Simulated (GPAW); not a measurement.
A run of GPAW 26.7.0:

The input run.py:

```python
import numpy as np
from ase.dft.bandgap import bandgap
from ase.io import read, write
from ase.units import Bohr, GPa
from gpaw import GPAW, PW
from gpaw.elf import elf_from_dft_calculation
from gpaw.spinorbit import soc_eigenstates

atoms = read('POSCAR')

calc = GPAW(mode=PW(800),
            xc='PBE',
            kpts={'size': (7, 7, 7), 'gamma': True},
            occupations={'name': 'fermi-dirac', 'width': 0.05},
            nbands=18,
            convergence={'density': 1e-05, 'energy': 1e-05},
            maxiter=150,
            txt='gpaw.txt')
atoms.calc = calc
energy = atoms.get_potential_energy()
forces = atoms.get_forces()
stress = atoms.get_stress()
calc.write('gs.gpw')
write('result.traj', atoms)
print(f'Energy: {energy:.6f} eV')
print('Forces (eV/A):')
print(forces.round(4))
print('Stress (GPa):', (stress / GPa).round(3))
print('Fermi level:', round(calc.get_fermi_level(), 4), 'eV')
print(f'Gap: {bandgap(calc)[0]:.4f} eV, direct: {bandgap(calc, direct=True)[0]:.4f} eV')

# fields on the real-space grid
write('density.cube', atoms, data=calc.get_pseudo_density() * Bohr**3)
write('potential.cube', atoms, data=calc.get_electrostatic_potential())
write('elf.cube', atoms, data=elf_from_dft_calculation(calc).data)

path = atoms.cell.bandpath('GXWKGLUWLK,UX', npoints=80, eps=1e-4)
bs_calc = calc.fixed_density(kpts=path, symmetry='off', nbands=27,
                             convergence={'bands': 'CBM+6.0', 'eigenstates': 1e-6}, txt='bands.txt')
bs = bs_calc.band_structure()
bs.write('bs.json')
print(f'Gap on the path: {bandgap(bs_calc)[0]:.4f} eV')

soc = soc_eigenstates(bs_calc, theta=90, phi=0)
np.savetxt('soc_bands.dat', soc.eigenvalues(), fmt='%.4f')
mesh = soc_eigenstates('gs.gpw', theta=90, phi=0)
np.savetxt('soc_mesh.dat', mesh.eigenvalues(), fmt='%.4f')
print('Fermi level with spin-orbit coupling:', round(mesh.fermi_level, 4), 'eV')
```

File POSCAR:

```
CdO
1.0
    0.0000000000      2.3495000000      2.3495000000
    2.3495000000      0.0000000000      2.3495000000
    2.3495000000      2.3495000000      0.0000000000
Cd O
1 1
Direct
    0.0000000000      0.0000000000      0.0000000000
    0.5000000000      0.5000000000      0.5000000000
```

Potentials or basis: GPAW PAW data sets (gpaw-data 1.2.1), pw.

The run is started by

```console
$ OMP_NUM_THREADS=1 python run.py
```

Hardware: 1 thread of Arm Neoverse V1 (shared host).

**Question.** Estimate the wall time of this run.

**Answer.** Wall time 42 s on 1 thread of Arm Neoverse V1, on a shared host, peak memory 0.27 GiB. Counts: scf iterations 14, plane waves 1363, bands 18, k points 20.
